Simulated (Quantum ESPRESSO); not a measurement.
# Hf (Im-3m) in Quantum ESPRESSO: a series of runs, part 2 of 4

Quantum ESPRESSO 7.5. The steps go on from the part before.

## (3) Phonons, LDA, target pressure 50 GPa, at which the enthalpy is minimised

Contents of pw.in:

```
&CONTROL
  calculation = 'scf'
  prefix = 'pwscf'
  outdir = './tmp'
  pseudo_dir = './pseudo'
  tprnfor = .true.
  tstress = .true.
  disk_io = 'low'
/
&SYSTEM
  ibrav = 0
  nat = 1
  ntyp = 1
  ecutwfc = 45
  ecutrho = 360
  nbnd = 12
  occupations = 'smearing'
  smearing = 'mv'
  degauss = 0.01469973
/
&ELECTRONS
  conv_thr = 2d-10
  electron_maxstep = 120
  mixing_beta = 0.5
/
ATOMIC_SPECIES
Hf   178.4900 hf_lda_v1.uspp.F.UPF
CELL_PARAMETERS bohr
  -3.4109556549    3.4109556549    3.4109556549
   3.4109556549   -3.4109556549    3.4109556549
   3.4109556549    3.4109556549   -3.4109556549
ATOMIC_POSITIONS bohr
Hf     0.0000000000    0.0000000000    0.0000000000
K_POINTS automatic
10 10 10 0 0 0
```

Contents of relax.in:

```
&CONTROL
  calculation = 'vc-relax'
  prefix = 'pwscf'
  outdir = './tmp'
  pseudo_dir = './pseudo'
  tprnfor = .true.
  tstress = .true.
  disk_io = 'low'
  nstep = 40
  forc_conv_thr = 0.0001
  etot_conv_thr = 1d-06
/
&SYSTEM
  ibrav = 0
  nat = 1
  ntyp = 1
  ecutwfc = 45
  ecutrho = 360
  nbnd = 12
  occupations = 'smearing'
  smearing = 'mv'
  degauss = 0.01469973
/
&ELECTRONS
  conv_thr = 2d-10
  electron_maxstep = 120
  mixing_beta = 0.5
/
&IONS
  ion_dynamics = 'bfgs'
/
&CELL
  cell_dynamics = 'bfgs'
  press = 500
  press_conv_thr = 0.2
/
ATOMIC_SPECIES
Hf   178.4900 hf_lda_v1.uspp.F.UPF
CELL_PARAMETERS bohr
  -3.4109556549    3.4109556549    3.4109556549
   3.4109556549   -3.4109556549    3.4109556549
   3.4109556549    3.4109556549   -3.4109556549
ATOMIC_POSITIONS bohr
Hf     0.0000000000    0.0000000000    0.0000000000
K_POINTS automatic
10 10 10 0 0 0
```

Contents of scf2.in:

```
&CONTROL
  calculation = 'scf'
  prefix = 'pwscf'
  outdir = './tmp'
  pseudo_dir = './pseudo'
  tprnfor = .true.
  tstress = .true.
  disk_io = 'low'
/
&SYSTEM
  ibrav = 0
  nat = 1
  ntyp = 1
  ecutwfc = 45
  ecutrho = 360
  nbnd = 12
  occupations = 'smearing'
  smearing = 'mv'
  degauss = 0.01469973
/
&ELECTRONS
  conv_thr = 1d-13
  electron_maxstep = 120
  mixing_beta = 0.5
  startingpot = 'file'
  startingwfc = 'file'
/
ATOMIC_SPECIES
Hf   178.4900 hf_lda_v1.uspp.F.UPF
CELL_PARAMETERS bohr
  -2.9682859119    2.9682859119    2.9682859119
   2.9682859119   -2.9682859119    2.9682859119
   2.9682859119    2.9682859119   -2.9682859119
ATOMIC_POSITIONS bohr
Hf     0.0000000000    0.0000000000    0.0000000000
K_POINTS automatic
10 10 10 0 0 0
```

Contents of ph.in:

```
phonons of Hf
&INPUTPH
  prefix = 'pwscf'
  outdir = './tmp'
  tr2_ph = 1d-18
  fildyn = 'dyn'
  niter_ph = 90
  alpha_mix(1) = 0.4
/
0.0000000000 0.8660254038 -0.0000000000
```

Potentials or basis: GBRV 1.5 LDA.

Launch:

```console
> OMP_NUM_THREADS=1 pw.x -in pw.in > pw.out
> OMP_NUM_THREADS=1 pw.x -in relax.in > relax.out
> OMP_NUM_THREADS=1 pw.x -in scf2.in > scf2.out
> OMP_NUM_THREADS=1 ph.x -in ph.in > ph.out
```

pw.out:

```text
This program is part of the open-source Quantum ESPRESSO suite
     for quantum simulation of materials; please cite
[... 9 lines left out ...]
     --------------------
     sticks:   dense  smooth     PW     G-vecs:    dense   smooth      PW
     Sum         941     471    173                18245     6531    1505

     Using Slab Decomposition

     bravais-lattice index     =            0
     lattice parameter (alat)  =       5.9079  a.u.
     unit-cell volume          =     158.7407 (a.u.)^3
     number of atoms/cell      =            1
     number of atomic types    =            1
     number of electrons       =        12.00
     number of Kohn-Sham states=           12
     kinetic-energy cutoff     =      45.0000  Ry
     charge density cutoff     =     360.0000  Ry
     scf convergence threshold =      2.0E-10
     mixing beta               =       0.5000
     number of iterations used =            8  plain     mixing
     Exchange-correlation= SLA  PZ   NOGX NOGC
                           (   1   1   0   0   0   0   0)

     celldm(1)=   5.907948  celldm(2)=   0.000000  celldm(3)=   0.000000
     celldm(4)=   0.000000  celldm(5)=   0.000000  celldm(6)=   0.000000

     crystal axes: (cart. coord. in units of alat)
               a(1) = (  -0.577350   0.577350   0.577350 )
               a(2) = (   0.577350  -0.577350   0.577350 )
               a(3) = (   0.577350   0.577350  -0.577350 )

     reciprocal axes: (cart. coord. in units 2 pi/alat)
               b(1) = ( -0.000000  0.866025  0.866025 )
               b(2) = (  0.866025 -0.000000  0.866025 )
               b(3) = (  0.866025  0.866025  0.000000 )

     PseudoPot. # 1 for Hf read from file:
     hf_lda_v1.uspp.F.UPF
     Pseudo is Ultrasoft + core correction, Zval = 12.0
     Generated by new atomic code, or converted to UPF format
     Using radial grid of  921 points,  8 beta functions with:
                l(1) =   0
                l(2) =   0
                l(3) =   0
                l(4) =   1
                l(5) =   1
                l(6) =   2
                l(7) =   2
                l(8) =   3
     Q(r) pseudized with  6 coefficients,  rinner =    1.200   1.200   1.200
                                                       1.200   1.200   1.200
                                                       1.200

     atomic species   valence    mass     pseudopotential
     Hf               12.00   178.49000     Hf( 1.00)

     48 Sym. Ops., with inversion, found

   Cartesian axes

     site n.     atom                  positions (alat units)
         1        Hf     tau(   1) = (   0.0000000   0.0000000   0.0000000  )

     number of k points=    47  Marzari-Vanderbilt smearing, width (Ry)=  0.0147
                       cart. coord. in units 2pi/alat
        k(    1) = (   0.0000000   0.0000000   0.0000000), wk =   0.0020000
        k(    2) = (   0.0866025   0.0866025   0.0000000), wk =   0.0240000
        k(    3) = (   0.1732051   0.1732051   0.0000000), wk =   0.0240000
        k(    4) = (   0.2598076   0.2598076   0.0000000), wk =   0.0240000
        k(    5) = (   0.3464102   0.3464102   0.0000000), wk =   0.0240000
        k(    6) = (  -0.4330127  -0.4330127   0.0000000), wk =   0.0120000
[... 39 lines left out ...]
        k(   46) = (  -0.8660254  -0.0866025  -0.0866025), wk =   0.0240000
        k(   47) = (  -0.8660254  -0.8660254  -0.8660254), wk =   0.0020000

     Dense  grid:    18245 G-vectors     FFT dimensions: (  36,  36,  36)

     Smooth grid:     6531 G-vectors     FFT dimensions: (  25,  25,  25)

     Initial potential from superposition of free atoms

     starting charge      10.0000, renormalised to      12.0000

     negative rho (up, down):  1.291E-01 0.000E+00
     Starting wfcs are   13 randomized atomic wfcs

     Self-consistent Calculation

     iteration #  1     ecut=    45.00 Ry     beta= 0.50
     Davidson diagonalization with overlap
     ethr =  1.00E-02,  avg # of iterations =  3.6

     negative rho (up, down):  1.128E-01 0.000E+00

     total energy              =    -158.38190734 Ry
     estimated scf accuracy    <       2.49703089 Ry

     iteration #  2     ecut=    45.00 Ry     beta= 0.50
     Davidson diagonalization with overlap
     ethr =  1.00E-02,  avg # of iterations =  2.0
[... 60 lines left out ...]
     iteration #  9     ecut=    45.00 Ry     beta= 0.50
     Davidson diagonalization with overlap
     ethr =  4.82E-12,  avg # of iterations =  1.8

     negative rho (up, down):  1.120E-01 0.000E+00

     End of self-consistent calculation

          k = 0.0000 0.0000 0.0000 (   791 PWs)   bands (ev):

   -48.3511 -16.6567 -16.6567 -16.6567   6.4258  14.6951  14.6951  14.6951
    17.3467  17.3467  26.3100  26.3100

          k = 0.0866 0.0866 0.0000 (   813 PWs)   bands (ev):

   -48.3460 -16.7277 -16.6793 -16.6570   6.7723  14.4643  14.5920  15.0364
    17.0195  17.3483  26.6073  26.9396
[... 8 lines left out ...]
   -48.3156 -17.1248 -16.8090 -16.6582   8.9499  13.3628  13.6022  17.0103
    17.5706  17.6101  25.5494  25.8239

          k = 0.3464 0.3464 0.0000 (   806 PWs)   bands (ev):

   -48.3019 -17.2937 -16.8659 -16.6588   9.8225  12.9618  13.7956  17.2120
    17.9153  19.3653  23.5801  24.1413

          k =-0.4330-0.4330 0.0000 (   814 PWs)   bands (ev):

   -48.2967 -17.3571 -16.8875 -16.6591  10.0426  12.8190  14.2660  17.1311
    18.0849  20.3981  22.6846  23.5612

          k = 0.1732 0.0866 0.0866 (   811 PWs)   bands (ev):

   -48.3366 -16.8524 -16.7043 -16.6739   7.4251  14.1496  14.2062  15.7475
    16.6374  17.4970  27.1148  27.6941

          k = 0.2598 0.1732 0.0866 (   814 PWs)   bands (ev):
[... 71 lines left out ...]
   -48.3276 -16.9090 -16.7615 -16.7133   8.0403  14.2003  14.2149  15.7422
    15.9191  17.9765  26.9382  28.2021

          k = 0.5196 0.3464 0.3464 (   814 PWs)   bands (ev):

   -48.2929 -17.1011 -17.1011 -16.8058  11.9394  12.8248  12.8248  18.0250
    18.0250  19.2075  23.5180  23.5180

          k =-0.0000-0.1732 0.3464 (   822 PWs)   bands (ev):

   -48.3112 -17.1151 -16.8339 -16.7115   9.2555  13.5062  13.6754  16.1031
    17.4538  18.0597  24.9606  27.2023

          k = 0.0866-0.0866 0.3464 (   814 PWs)   bands (ev):

   -48.3131 -17.0468 -16.8304 -16.7493   9.1123  13.5699  14.0868  15.5517
    16.9439  18.1430  25.3992  28.5330

          k = 0.0000-0.2598 0.4330 (   809 PWs)   bands (ev):
[... 36 lines left out ...]
   -48.2937 -17.1140 -16.9946 -16.8980  12.2937  12.5433  12.9252  18.0894
    18.2098  18.8280  23.2249  24.4897

          k = 0.0000 0.0000 0.3464 (   819 PWs)   bands (ev):

   -48.3152 -16.9427 -16.8232 -16.8232   8.9071  14.2368  14.6704  14.6704
    16.0145  18.2070  25.9232  29.4610

          k =-0.0000-0.0866 0.4330 (   807 PWs)   bands (ev):

   -48.2997 -17.0922 -16.8982 -16.8451  10.0375  13.1603  14.5312  15.2503
    17.2387  17.9633  25.1226  28.6824

          k = 0.0000-0.1732 0.5196 (   805 PWs)   bands (ev):

   -48.2872 -17.2333 -16.9581 -16.8385  10.9195  12.6393  14.2562  15.4959
    18.3603  19.0179  23.8258  26.6952

          k = 0.0866-0.0866 0.5196 (   803 PWs)   bands (ev):
[... 11 lines left out ...]
   -48.2780 -17.2327 -17.0561 -16.8748  11.5632  12.1825  14.0091  16.1541
    18.3746  20.6176  22.3761  24.8861

          k =-0.6928-0.1732-0.1732 (   802 PWs)   bands (ev):

   -48.2744 -17.1685 -17.1685 -16.8772  11.9708  11.9708  13.5021  17.6820
    17.6820  21.0853  22.8861  22.8861

          k =-0.0000-0.0000 0.5196 (   799 PWs)   bands (ev):

   -48.2855 -17.0929 -16.9765 -16.9765  10.8883  12.4585  15.4690  15.4690
    17.4509  17.4574  26.0730  27.2935

          k = 0.0000-0.0866 0.6062 (   803 PWs)   bands (ev):

   -48.2740 -17.1795 -17.0390 -16.9932  11.3988  11.8617  15.7127  15.7129
    18.1974  18.7878  24.2084  25.1920

          k =-0.8660-0.1732-0.1732 (   806 PWs)   bands (ev):
[... 16 lines left out ...]
   -48.2592 -17.1724 -17.1278 -17.1074  11.1085  11.1353  17.4858  17.6736
    19.6989  20.1252  21.3240  22.0419

          k =-0.8660-0.8660-0.8660 (   856 PWs)   bands (ev):

   -48.2552 -17.1527 -17.1527 -17.1527  10.9175  10.9175  19.6309  19.6309
    19.6309  20.1363  20.1363  20.1363

     the Fermi energy is    13.2699 ev

!    total energy              =    -158.55852801 Ry
     estimated scf accuracy    <          4.8E-11 Ry
     smearing contrib. (-TS)   =       0.00038861 Ry
     internal energy E=F+TS    =    -158.55891662 Ry

     The total energy is F=E-TS. E is the sum of the following terms:
     one-electron contribution =     -20.81960699 Ry
     hartree contribution      =      14.28411641 Ry
     xc contribution           =     -75.20483475 Ry
     ewald contribution        =     -76.81859129 Ry

     convergence has been achieved in   9 iterations

     negative rho (up, down):  1.120E-01 0.000E+00

     Forces acting on atoms (cartesian axes, Ry/au):

     atom    1 type  1   force =     0.00000000    0.00000000    0.00000000

     Total force =     0.000000     Total SCF correction =     0.000000

     Computing stress (Cartesian axis) and pressure

     negative rho (up, down):  1.120E-01 0.000E+00
          total   stress  (Ry/bohr**3)                   (kbar)     P=     -126.90
  -0.00086266  -0.00000000  -0.00000000         -126.90       -0.00       -0.00
  -0.00000000  -0.00086266  -0.00000000           -0.00     -126.90       -0.00
  -0.00000000  -0.00000000  -0.00086266           -0.00       -0.00     -126.90

=------------------------------------------------------------------------------=
   JOB DONE.
=------------------------------------------------------------------------------=
```

Wall time 1.9 min (1 thread of Intel Xeon Platinum 8259CL at 2.50GHz (Skylake/Cascade Lake), shared host); peak memory 0.17 GiB.

Results:

```yaml
Free_energy: -2156.7992 eV
Relaxed_volume: 15.50 Å³/atom
Relaxed_cell: a = 2.721 Å, b = 2.721 Å, c = 2.721 Å, α = 109.47°, β = 109.47°, γ = 109.47°
Space_group_after_relaxing_to_0.05_Å: Im-3m (No. 229)
Pressure_after_relaxing: 49.6 GPa
Band_gap_on_the_k_mesh: none (metal or under the smearing width)
Highest_phonon_frequency_at_the_q_point_run: 199 cm⁻¹
```

The path:
```
step  energy change (eV)  largest force (eV/Å)  pressure (GPa)  volume (Å³)
   1              0.0000                0.0000          -12.69        23.52
   2              0.1767                0.0000           30.97        16.78
   3              0.6929                0.0000           61.17        14.93
   4              0.4759                0.0000           48.92        15.56
   5              0.4939                0.0000           49.94        15.51
   6              0.4949                0.0000           50.00        15.50
```

Final structure:
```xyz
1
Lattice="-1.5707 1.5707 1.5707 1.5707 -1.5707 1.5707 1.5707 1.5707 -1.5707" Properties=species:S:1:pos:R:3 pbc="T T T"
Hf    0.0000    0.0000    0.0000
```

Levels at points of the mesh, in eV from the Fermi level:
| k point | band 3 | band 4 | band 5 | band 6 | band 7 | band 8 | band 9 | band 10 |
| --- | --- | --- | --- | --- | --- | --- | --- | --- |
| (0.00, 0.00, 0.00) | -28.32 | -28.32 | -7.90 | 1.65 | 1.65 | 1.65 | 5.64 | 5.64 |
| (0.00, 0.00, -0.50) | -29.10 | -28.37 | -4.71 | -1.43 | 3.47 | 5.81 | 7.21 | 11.43 |
| (-0.50, -0.50, -0.50) | -30.03 | -30.03 | -4.57 | -4.57 | 9.94 | 9.94 | 9.94 | 10.99 |

Phonon frequencies in cm⁻¹ (negative: imaginary):
```
               q point  frequencies
(0.500, -0.500, 0.500)  199 199 199
```

Phonon modes at q = (0.500, -0.500, 0.500) in reciprocal lattice units:
```tsv
mode	symmetry	cm⁻¹
1	T_1u	199
2	T_1u	199
3	T_1u	199
```

Caveat: the mesh is thin for the phonons of a metal; the volume moved by over 15 % at a fixed basis, so the end points are rough; the cell is more than 3 GPa from zero pressure, which shifts response properties. Spin-orbit coupling is left out, which matters for the levels of Hf.

[end of part 2 of 4]
